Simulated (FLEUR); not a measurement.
# MgO (Fm-3m) in FLEUR: single point with LDA exchange alone (X-alpha)

Aim: the single point of MgO with LDA exchange alone (X-alpha).

Everything below comes from runs of FLEUR MaX-R8.1 (later development tree). Logs are shortened: lines on timing, memory, paths and dates and some standing lists are left out, and cuts for length are marked.

**The experiment to reproduce.**

From “Electronic structure of alkaline earth and post-transition metal oxides”, 2009, arxiv:0908.1581, for a bulk crystal of MgO: band gap 7.83 eV.

The runs below are set against these values where they give the same quantity.

## 1. The crystal as given

Symmetry: Fm-3m, No. 225, cubic system. Conventional cell: a = 4.194 Å, b = 4.194 Å, c = 4.194 Å, α = 90.00°, β = 90.00°, γ = 90.00°. Mg (site symmetry m-3m) is surrounded by 6 O at 2.10 Å. O (site symmetry m-3m) has 6 Mg at 2.10 Å as nearest neighbours.

The cell is a database's computed one.

## 2. Single point, LDA exchange alone (X-alpha)

inp.xml

```xml
<?xml version="1.0" encoding="UTF-8" standalone="no"?>
<fleurInput fleurInputVersion="0.39">
   <comment>
      MgO                                                                                                 
   </comment>
   <calculationSetup>
      <cutoffs Kmax="3.5" Gmax="17.5" GmaxXC="17.5" numbands="0"/>
      <scfLoop itmax="60" minDistance="0.00001" maxIterBroyd="15" imix="Anderson" alpha="0.05" precondParam="0.0" spinf="2.0" sdNocoIR="T"/>
      <coreElectrons ctail="T" frcor="F" kcrel="0" coretail_lmax="0"/>
      <xcFunctional name="x-a" relativisticCorrections="F"/>
      <magnetism jspins="1"/>
      <soc l_soc="F" theta="0.0" phi="0.0" spav="F"/>
      <expertModes spex="0" secvar="F"/>
      <geometryOptimization l_f="F" forcealpha="1.0" forcemix="BFGS" epsdisp="0.00001" epsforce="0.00001"/>
      <ldaU l_linMix="F" mixParam="0.05" spinf="1.0"/>
   </calculationSetup>
   <cell>
      <bzIntegration valenceElectrons="16.0" mode="hist" fermiSmearingEnergy="0.00734986">
         <kPointListSelection listName="default-1"/>
         <!-- k-points included here -->
         <xi:include xmlns:xi="http://www.w3.org/2001/XInclude" href="kpts.xml"> </xi:include>
      </bzIntegration>
      <!-- symmetry operations included here -->
      <xi:include xmlns:xi="http://www.w3.org/2001/XInclude" href="sym.xml"> </xi:include>
      <bulkLattice scale="1.0">
         <bravaisMatrix>
            <row-1>    0.0000000000000000     3.9627583151077737     3.9627583151077737</row-1>
            <row-2>    3.9627583151077737     0.0000000000000000     3.9627583151077737</row-2>
            <row-3>    3.9627583151077737     3.9627583151077737     0.0000000000000000</row-3>
         </bravaisMatrix>
      </bulkLattice>
   </cell>
   <atomSpecies>
      <species name="Magnesium (Mg)" element="Mg" atomicNumber="12">
         <mtSphere radius="1.97" gridPoints="651" logIncrement="0.017"/>
         <atomicCutoffs lmax="7" lnonsphr="5"/>
         <electronConfig flipSpins="F">
            <coreConfig>(1s1/2)</coreConfig>
            <valenceConfig>(2s1/2) (2p1/2) (2p3/2) (3s1/2)</valenceConfig>
         </electronConfig>
         <energyParameters s="3" p="2" d="3" f="4"/>
         <lo type="SCLO" l="0" n="2" eDeriv="0"/>
         <lo type="HELO" l="1" n="3" eDeriv="0"/>
         <lo type="HELO" l="1" n="3" eDeriv="1"/>
         <lo type="SCLO" l="2" n="3" eDeriv="2"/>
         <lo type="SCLO" l="3" n="4" eDeriv="2"/>
      </species>
      <species name="Oxygen (O)" element="O" atomicNumber="8">
         <mtSphere radius="1.7" gridPoints="563" logIncrement="0.019"/>
         <atomicCutoffs lmax="6" lnonsphr="4"/>
         <electronConfig flipSpins="F">
            <coreConfig>(1s1/2)</coreConfig>
            <valenceConfig>(2s1/2) (2p1/2) (2p3/2)</valenceConfig>
            <stateOccupation state="(2p1/2)" spinUp="0.666667" spinDown="0.666667"/>
            <stateOccupation state="(2p3/2)" spinUp="1.333333" spinDown="1.333333"/>
         </electronConfig>
         <energyParameters s="2" p="2" d="3" f="4"/>
         <lo type="SCLO" l="0" n="2" eDeriv="2"/>
         <lo type="SCLO" l="1" n="2" eDeriv="2"/>
         <lo type="SCLO" l="2" n="3" eDeriv="2"/>
      </species>
   </atomSpecies>
   <atomGroups>
      <atomGroup species="Magnesium (Mg)">
         <relPos label="                   1">.0000000000 .0000000000 .0000000000</relPos>
         <force calculate="T" relaxXYZ="TTT"/>
      </atomGroup>
      <atomGroup species="Oxygen (O)">
         <relPos label="                   2">1.000/2.000 1.000/2.000 1.000/2.000</relPos>
         <force calculate="T" relaxXYZ="TTT"/>
      </atomGroup>
   </atomGroups>
   <output dos="F" band="F" slice="F">
      <checks vchk="F" cdinf="F"/>
      <bandDOS minEnergy="-.5*Htr" maxEnergy="0.5*Htr" sigma="0.015" storeEVData="T"/>
      <vacuumDOS vacdos="F" integ="F" star="F" nstars="0" locx1="0.0" locy1="0.0" locx2="0.0" locy2="0.0" nstm="0" tworkf="0.0"/>
      <unfoldingBand unfoldBand="F" supercellX="1" supercellY="1" supercellZ="1"/>
      <plotting iplot="0" polar="F">
         <plot TwoD="T" vec1="  1.0  0.0  0.0" vec2="  0.0  1.0  0.0" vec3="  0.0  0.0  1.0" zero="  0.0  0.0  0.0" file="plot"/>
      </plotting>
      <chargeDensitySlicing numkpt="0" minEigenval="0.0" maxEigenval="0.0" nnne="0" pallst="F"/>
      <specialOutput eonly="F"/>
      <moessbauerParams electricFieldGradient="T" isomerShift="T" coreHyperfine="T" valenceHyperfine="T"/>
      <magneticCircularDichroism mcd="F" energyLo="-10.0" energyUp="0.0"/>
   </output>
  <!-- We include the file relax.xml here to enable relaxations (see documentation) -->
  <xi:include xmlns:xi="http://www.w3.org/2001/XInclude" href="relax.xml"> <xi:fallback/> </xi:include>
</fleurInput>
```

crystal.txt

```
MgO
&input cartesian=F /
0.0000000000  2.0970013927  2.0970013927
2.0970013927  0.0000000000  2.0970013927
2.0970013927  2.0970013927  0.0000000000
1.8897261246
1.0 1.0 1.0

2
12 0.0000000000  0.0000000000  0.0000000000
8 0.5000000000  0.5000000000  0.5000000000

&kpt div1=11 div2=11 div3=11 gamma=T /
```

Potentials or basis: all-electron, FLAPW.

Command:

```console
inpgen -f crystal.txt -profile veryFastHighL
# inp.xml edited to the form shown
fleur_MPI
```

Standard output:

```text
Welcome to FLEUR        (www.flapw.de)
      MaX-Release 8.1          (www.max-centre.eu)

 ========== k-point set info ==========
 Selected k-point list: default-1
 k-point list type: mesh
 11 x 11 x 11
 Number of k points: 56

 ------------Calculation Setup---------------------------
 Number of MPI-tasks      :            1
 Number of PE/node        :            1
 Number of OMP-threads    :            1
 Most efficient MPI parallelization for:
           1           2           4           7           8          14          28          56
 Additional eigenvalue parallelization possible
 Number of basis functions:          167
 Approximate size of matrices (H+S) per k-point:         0.000 GB
 --------------------------------------------------------
 Iteration:     1   Distance:      25.71428660 me/bohr^3
 Iteration:     2   Distance:      21.91117355 me/bohr^3
 Iteration:     3   Distance:       7.02405189 me/bohr^3
 Iteration:     4   Distance:       4.48460939 me/bohr^3
 Iteration:     5   Distance:       0.61384213 me/bohr^3
 Iteration:     6   Distance:       0.45035023 me/bohr^3
 Iteration:     7   Distance:       0.13378225 me/bohr^3
 Iteration:     8   Distance:       0.03319509 me/bohr^3
 Iteration:     9   Distance:       0.03634990 me/bohr^3
 Iteration:    10   Distance:       0.00170138 me/bohr^3
 Iteration:    11   Distance:       0.00098213 me/bohr^3
 Iteration:    12   Distance:       0.00003881 me/bohr^3
 Iteration:    13   Distance:       0.00000365 me/bohr^3

 ********************************************************************
 Run finished successfully
 Stop message:
   all done
 ********************************************************************
```

out.xml (last iteration):

```text
<iteration numberForCurrentRun="   13" overallNumber="   13">
         <energyParameters units="Htr">
            <atomicEP atomType="1" spin="1" branch="3s" branchLowest="-2.35" branchHighest="2.68" value="0.1607181898"/>
            <atomicEP atomType="1" spin="1" branch="2p" branchLowest="-9.99" branchHighest="-1.13" value="-1.1777132733"/>
            <atomicEP atomType="1" spin="1" branch="3d" branchLowest="-9.99" branchHighest="2.89" value="0.4377023758"/>
            <atomicEP atomType="1" spin="1" branch="4f" branchLowest="-9.99" branchHighest="5.31" value="0.6007892666"/>
            <loAtomicEP atomType="1" spin="1" branch="2s" branchLowest="-45.50" branchHighest="-2.35" value="-2.3771187188"/>
            <heloAtomicEP atomType="1" spin="1" branch="3p" branchLowest="1.78" branchHighest="1.78" value="1.7846762763"/>
            <heloAtomicEP atomType="1" spin="1" branch="3p" branchLowest="1.78" branchHighest="1.78" value="1.7846762763"/>
            <loAtomicEP atomType="1" spin="1" branch="3d" branchLowest="-9.99" branchHighest="2.89" value="0.4377024007"/>
            <loAtomicEP atomType="1" spin="1" branch="4f" branchLowest="-9.99" branchHighest="5.31" value="0.6007922761"/>
            <atomicEP atomType="2" spin="1" branch="2s" branchLowest="-18.09" branchHighest="0.25" value="-0.3595702180"/>
            <atomicEP atomType="2" spin="1" branch="2p" branchLowest="-9.99" branchHighest="0.78" value="0.1190886258"/>
            <atomicEP atomType="2" spin="1" branch="3d" branchLowest="-9.99" branchHighest="4.31" value="0.4551786894"/>
            <atomicEP atomType="2" spin="1" branch="4f" branchLowest="-9.99" branchHighest="7.40" value="0.6159040701"/>
            <loAtomicEP atomType="2" spin="1" branch="2s" branchLowest="-18.09" branchHighest="0.25" value="-0.3595702180"/>
            <loAtomicEP atomType="2" spin="1" branch="2p" branchLowest="-9.99" branchHighest="0.78" value="0.1188391255"/>
            <loAtomicEP atomType="2" spin="1" branch="3d" branchLowest="-9.99" branchHighest="4.31" value="0.4551789854"/>
         </energyParameters>
         <eigenvalues>
            <eigenvaluesAt spin="1" ikpt="1" k_x="0.00000000" k_y="0.00000000" k_z="0.00000000">
                      -2.3773850262       -1.1793890958       -1.1793890958       -1.1793890958       -0.3983920573
                       0.2311214958        0.2311214958        0.2311214958        0.4020302234        0.7982021781
                       0.7982021781        0.7982021781        0.9433426185
            </eigenvaluesAt>
            <eigenvaluesAt spin="1" ikpt="2" k_x="0.00000000" k_y="0.00000000" k_z="0.09090909">
                      -2.3773510350       -1.1797000483       -1.1793827921       -1.1793827921       -0.3947669625
                       0.2103162069        0.2293391247        0.2293391247        0.4220705708        0.7585678842
                       0.8060169156        0.8060169156        0.9870124871
            </eigenvaluesAt>
            <eigenvaluesAt spin="1" ikpt="3" k_x="0.00000000" k_y="0.00000000" k_z="0.18181818">
                      -2.3772897185       -1.1805185994       -1.1795812488       -1.1795812488       -0.3847890333
                       0.1654167040        0.2230739857        0.2230739857        0.4613676467        0.7064114546
                       0.8228815688        0.8228815688        0.9600368802
            </eigenvaluesAt>
            <eigenvaluesAt spin="1" ikpt="4" k_x="0.00000000" k_y="0.00000000" k_z="0.27272727">
                      -2.3771675558       -1.1815233416       -1.1795627994       -1.1795627994       -0.3705536819
                       0.1180273457        0.2166467818        0.2166467818        0.4946906849        0.6788893040
                       0.8318957294        0.8318957294        0.9650306488
            </eigenvaluesAt>
         </eigenvalues>
         <bandgap value="4.6506633991" units="eV"/>
         <sumValenceSingleParticleEnergies value="-11.6042423782" units="Htr"/>
         <FermiEnergy value="0.2311214958" units="Htr"/>
         <valenceDensity>
            <mtCharges spin="1">
               <mtCharge atomType="1" total="8.3891700" s="2.1397707" p="6.1369846" d="0.0931091" f="0.0159612"/>
               <mtCharge atomType="2" total="5.4717766" s="1.6254611" p="3.8408680" d="0.0047809" f="0.0005362"/>
            </mtCharges>
            <spinDependentCharge spin="1" total="16.0000000" interstitial="2.1390534" mtSpheres="13.8609466"/>
            <totalCharge value="16.0000000000"/>
         </valenceDensity>
         <coreStates atomType="     1" atomicNumber=" 12" spin="1" kinEnergy="    133.9802260969" eigValSum="    -91.0003830083" lostElectrons=" 0.000000">
            <state n="1" l="0" j="0.5" energy="-45.5001915042" weight="1.0000000000"/>
         </coreStates>
         <coreStates atomType="     2" atomicNumber="  8" spin="1" kinEnergy="     57.6091806068" eigValSum="    -36.1845997841" lostElectrons=" 0.000000">
            <state n="1" l="0" j="0.5" energy="-18.0922998921" weight="1.0000000000"/>
         </coreStates>
         <allElectronCharges>
            <spinDependentCharge spin="1" total="20.0000000" interstitial="2.1390534" mtSpheres="17.8609466"/>
            <totalCharge value="19.9999999996"/>
         </allElectronCharges>
         <moessbauerParams unitsHFF="kG" unitsIS="e/bohr^3" unitsEFG="Htr/bohr^2">
            <coreIsomerShift atomType="1" isTotal="1077.02918">
               <shell n="1" l="0" isomerShift="1077.02918"/>
            </coreIsomerShift>
            <coreIsomerShift atomType="2" isTotal="300.29126">
               <shell n="1" l="0" isomerShift="300.29126"/>
            </coreIsomerShift>
            <isomerShift atomType="1" nucleusRadius="0.0000684" averageDensity="1147.69090"/>
            <isomerShift atomType="2" nucleusRadius="0.0000595" averageDensity="314.98317"/>
            <electricFieldGradient atomType="1" VXX="0.00000" VYY="0.00000" VZZ="0.00000" asymParam="0.00000">
            </electricFieldGradient>
            <electricFieldGradient atomType="2" VXX="0.00000" VYY="0.00000" VZZ="0.00000" asymParam="0.00000">
            </electricFieldGradient>
         </moessbauerParams>
         <totalEnergy                                    value="     -272.9777815296" units="Htr">
            <sumOfEigenvalues                            value="     -138.7892251707">
               <coreElectrons value="-127.1849827925"/>
               <valenceElectrons value="-11.6042423782"/>
            </sumOfEigenvalues>
            <densityCoulombPotentialIntegral value="-382.8667326569"/>
            <densityEffectivePotentialIntegral value="-412.6068787611"/>
            <chargeDenXCDenIntegral value="-22.3051095786"/>
            <FockExchangeEnergyValence value="0.0000000000"/>
            <FockExchangeEnergyCore value="0.0000000000"/>
            <atomTypeDependentContributions atomType="1">
               <electronNucleiInteractionDifferentMTs value="236.4810568261"/>
               <MadelungTerm value="-5.7031046207"/>
            </atomTypeDependentContributions>
            <atomTypeDependentContributions atomType="2">
               <electronNucleiInteractionDifferentMTs value="88.6182425561"/>
               <MadelungTerm value="-2.2545552101"/>
            </atomTypeDependentContributions>
            <tkbTimesEntropy value="0.0000000000"/>
            <freeEnergy value="-272.9777815296"/>
            <extrapolationTo0K value="-272.9777815296"/>
         </totalEnergy>
         <densityConvergence units="me/bohr^3">
            <chargeDensity spin="1" distance="0.0000036458"/>
         </densityConvergence>
      </iteration>
```

Run time: 5.7 s. Hardware: 1 thread of Arm Neoverse V2, shared host; peak memory 0.09 GiB.

Results:

```yaml
Free_energy: -7428.1038 eV
Band_gap_on_the_k_mesh: 4.65 eV, direct
Valence_electrons_inside_the_program's_atomic_spheres: Mg 8.39; O 5.47 (radii Mg 1.97, O 1.7 bohr)
```

Core levels (eV from the Fermi level):
```tsv
atom	levels
1 Mg	1s1/2 -1244.4
2 O	1s1/2 -498.6
```

Caveat: the plane-wave cutoff is short for the small spheres of the light atoms, so energies, forces and moduli aren't converged.

## 3. Against experiment

Step 2. A measured gap of MgO is 7.83 eV (quoted in “Electronic structure of alkaline earth and post-transition metal oxides”, 2009, arxiv:0908.1581); the calculated 4.65 eV misses it by -3.18 eV. The value is that of LDA exchange alone (X-alpha), without temperature or zero-point motion. The cell is a database's relaxed one, not the measured one, which moves gaps too.
